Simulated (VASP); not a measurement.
# C: binding between layers

C, P6_3/mmc (no. 194), 4 atoms in the cell. PBE with TS; PAW potentials C (PBE set).

## Input

INCAR:
```
SYSTEM = C
PREC     = Accurate       ! precision mode
ENCUT    = 520            ! plane-wave cutoff, eV
EDIFF    = 1E-6           ! SCF threshold, eV
ISMEAR   = 0              ! smearing method
SIGMA    = 0.02           ! smearing width, eV
LREAL    = .False.        ! projectors in reciprocal space
LASPH    = .True.         ! aspherical terms in the spheres
GGA_COMPAT= .False.      
ALGO     = Normal         ! electronic algorithm
NELM     = 150            ! most SCF steps
ISIF     = 2              ! what is computed and relaxed
LWAVE    = .False.        ! write WAVECAR
LCHARG   = .False.        ! write CHGCAR
GGA      = PE             ! functional
IVDW     = 2              ! dispersion correction
KPAR     = 4             
```

KPOINTS.step1:
```
k-points
0
Gamma
  8 8 4
```

KPOINTS.step3:
```
k-points
0
Gamma
  8 8 3
```

KPOINTS.step8:
```
k-points
0
Gamma
  8 8 2
```

KPOINTS.step9:
```
k-points
0
Gamma
  8 8 1
```

POSCAR.step1:
```
C
1.0
    2.4610000000      0.0000000000      0.0000000000
   -1.2305000000      2.1312885187      0.0000000000
    0.0000000000      0.0000000000      6.1080000000
C
4
Direct
    0.0000000000      0.0000000000      0.2745579570
    0.0000000000      0.0000000000      0.7745579570
    0.3333333330      0.6666666670      0.2745579570
    0.6666666670      0.3333333330      0.7745579570
```

POSCAR.step2:
```
C
1.0
    2.4610000000      0.0000000000      0.0000000000
   -1.2305000000      2.1312885187      0.0000000000
    0.0000000000      0.0000000000      6.4080000000
C
4
Direct
    0.0000000000      0.0000000000      0.2617041200
    0.0000000000      0.0000000000      0.7617041200
    0.3333333330      0.6666666670      0.2617041200
    0.6666666670      0.3333333330      0.7617041200
```

POSCAR.step3:
```
C
1.0
    2.4610000000      0.0000000000      0.0000000000
   -1.2305000000      2.1312885187      0.0000000000
    0.0000000000      0.0000000000      6.7080000000
C
4
Direct
    0.0000000000      0.0000000000      0.2500000000
    0.0000000000      0.0000000000      0.7500000000
    0.3333333330      0.6666666670      0.2500000000
    0.6666666670      0.3333333330      0.7500000000
```

POSCAR.step4:
```
C
1.0
    2.4610000000      0.0000000000      0.0000000000
   -1.2305000000      2.1312885187      0.0000000000
    0.0000000000      0.0000000000      7.0080000000
C
4
Direct
    0.0000000000      0.0000000000      0.2392979450
    0.0000000000      0.0000000000      0.7392979450
    0.3333333330      0.6666666670      0.2392979450
    0.6666666670      0.3333333330      0.7392979450
```

POSCAR.step5:
```
C
1.0
    2.4610000000      0.0000000000      0.0000000000
   -1.2305000000      2.1312885187      0.0000000000
    0.0000000000      0.0000000000      7.3080000000
C
4
Direct
    0.0000000000      0.0000000000      0.2294745480
    0.0000000000      0.0000000000      0.7294745480
    0.3333333330      0.6666666670      0.2294745480
    0.6666666670      0.3333333330      0.7294745480
```

POSCAR.step6:
```
C
1.0
    2.4610000000      0.0000000000      0.0000000000
   -1.2305000000      2.1312885187      0.0000000000
    0.0000000000      0.0000000000      7.9080000000
C
4
Direct
    0.0000000000      0.0000000000      0.2120637330
    0.0000000000      0.0000000000      0.7120637330
    0.3333333330      0.6666666670      0.2120637330
    0.6666666670      0.3333333330      0.7120637330
```

POSCAR.step7:
```
C
1.0
    2.4610000000      0.0000000000      0.0000000000
   -1.2305000000      2.1312885187      0.0000000000
    0.0000000000      0.0000000000      9.1080000000
C
4
Direct
    0.0000000000      0.0000000000      0.1841238470
    0.0000000000      0.0000000000      0.6841238470
    0.3333333330      0.6666666670      0.1841238470
    0.6666666670      0.3333333330      0.6841238470
```

POSCAR.step8:
```
C
1.0
    2.4610000000      0.0000000000      0.0000000000
   -1.2305000000      2.1312885187      0.0000000000
    0.0000000000      0.0000000000     12.7080000000
C
4
Direct
    0.0000000000      0.0000000000      0.1319641170
    0.0000000000      0.0000000000      0.6319641170
    0.3333333330      0.6666666670      0.1319641170
    0.6666666670      0.3333333330      0.6319641170
```

POSCAR.step9:
```
C
1.0
    2.4610000000      0.0000000000      0.0000000000
   -1.2305000000      2.1312885187      0.0000000000
    0.0000000000      0.0000000000     22.7080000000
C
4
Direct
    0.0000000000      0.0000000000      0.0738506250
    0.0000000000      0.0000000000      0.5738506250
    0.3333333330      0.6666666670      0.0738506250
    0.6666666670      0.3333333330      0.5738506250
```

Commands (each step's output is kept before the next begins):
```
cat potpaw_PBE.64/C/POTCAR > POTCAR
cp KPOINTS.step1 KPOINTS
cp POSCAR.step1 POSCAR
mpirun -np 4 vasp_std > vasp.out
rm WAVECAR CHG
cp POSCAR.step2 POSCAR
mpirun -np 4 vasp_std > vasp.out
rm WAVECAR CHG
cp KPOINTS.step3 KPOINTS
cp POSCAR.step3 POSCAR
mpirun -np 4 vasp_std > vasp.out
rm WAVECAR CHG
cp POSCAR.step4 POSCAR
mpirun -np 4 vasp_std > vasp.out
rm WAVECAR CHG
cp POSCAR.step5 POSCAR
mpirun -np 4 vasp_std > vasp.out
rm WAVECAR CHG
cp POSCAR.step6 POSCAR
mpirun -np 4 vasp_std > vasp.out
rm WAVECAR CHG
cp POSCAR.step7 POSCAR
mpirun -np 4 vasp_std > vasp.out
rm WAVECAR CHG
cp KPOINTS.step8 KPOINTS
cp POSCAR.step8 POSCAR
mpirun -np 4 vasp_std > vasp.out
rm WAVECAR CHG
cp KPOINTS.step9 KPOINTS
cp POSCAR.step9 POSCAR
mpirun -np 4 vasp_std > vasp.out
```

## Result

- Binding energy, rigid layers (meV/Å²): 31.8
- Best gap between layers (Å): 3.32

Rigid layers pulled apart:

| Gap (Å) | Energy (meV/Å² a gap) | Dispersion term (eV/cell) |
|---|---|---|
| 3.05 | -26.02 | -0.6300 |
| 3.20 | -30.86 | -0.6077 |
| 3.35 | -31.77 | -0.5734 |
| 3.50 | -30.10 | -0.5298 |
| 3.65 | -27.19 | -0.4840 |
| 3.95 | -20.88 | -0.4044 |
| 4.55 | -11.90 | -0.3067 |
| 6.35 | -2.70 | -0.2144 |
| 11.35 | 0.00 | -0.1858 |

VASP 6.6.1 took 57 s on 4 cores (Intel Xeon Platinum 8559C (Emerald Rapids)), a shared host.
